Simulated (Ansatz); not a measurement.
Runs of Ansatz 0.2.0 on ZnCu2SnS4. It takes space group I-4 (No. 82, tetragonal). The conventional cell has a = 5.434 Å, b = 5.434 Å, c = 10.850 Å, α = 90.00°, β = 90.00°, γ = 90.00°. Around Sn (site symmetry -4) lie 4 S at 2.41 Å. Zn (site symmetry -4) has 4 S at 2.33 Å as nearest neighbours. Cu (site symmetry -4) has 4 S at 2.33 Å as nearest neighbours. Around Cu (site symmetry -4) lie 4 S at 2.33 Å. S (site symmetry 1) has 1 Zn at 2.33 Å and 2 Cu at 2.33 Å and 1 Sn at 2.41 Å as nearest neighbours. 

| task | level | cell | cutoff (eV) | points for each segment of the path | gap on the mesh (eV) | pressure (GPa) | largest force (eV/Å) |
| --- | --- | --- | --- | --- | --- | --- | --- |
| relaxation of cell and atoms | PBEsol | relaxed | 420 | - | 0.11 | 0.0 | 0.01 |
| single point | PBEsol | as given | 420 | - | 0.23 | -1.7 | 0.66 |
| band structure | PBEsol | as given | 420 | 10 | 0.23 | -1.7 | 0.66 |
| single point | PBEsol | atoms moved at random, drawn with an rms of 0.05 Å | 420 | - | 0.23 | -1.6 | 1.15 |
| band structure | r2SCAN | as given | 500 | 10 | 0.60 | (a) | 0.45 |

Alike in all rows: potentials or basis Ansatz PAW; no spin polarisation; k mesh 7 × 7 × 7; smearing fermi-dirac 0.05 eV.

Task: Estimate the missing entries.

Result: (a) -0.2.

Caveats: spin-orbit coupling is left out, which moves the levels of the heavy elements; the PAW data sets come from PBE, with cores solved anew for the run's functional, which leaves a small shift of forces and pressure; odd divisions of the mesh miss points on the zone boundary, where band edges often lie, so the gap on the mesh can be too wide (some runs); the plane-wave basis is chosen anew once the cell has moved, so the energies of steps on either side of that aren't comparable (some runs).

A k mesh can miss the band edges, and the runs leave out spin-orbit coupling on Sn.
